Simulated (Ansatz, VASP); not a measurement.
## Mg in VASP and in Ansatz

```
Mg
1.0
    -1.84245    1.84245    1.84245
     1.84245   -1.84245    1.84245
     1.84245    1.84245   -1.84245
Mg
1
Direct
  0.00000 0.00000 0.00000
```

Alike in both runs: task single point; functional PBE; k mesh 16 × 16 × 16; occupations gaussian, width 0.1 eV; no spin polarisation.

```csv
,VASP,Ansatz
version,VASP 6.6.1,Ansatz 0.2.0
potentials or method,"VASP PAW PBE potentials, release 64 (Mg)","scalar-relativistic, plane waves, PAW"
plane-wave cutoff (eV),520,420
valence electrons in the cell,2,10
```

```csv
,VASP,Ansatz,Ansatz less VASP
gap on the k mesh at the Fermi level (eV),none,none,-
pressure (GPa),-2.6,-2.5,+0.12
```

A gap of «none» marks a metal or a gap that the smearing closes. The functional is the same, so the differences come from potentials, cutoffs and numerics. The two sets of potentials don't hold the same shells in valence.
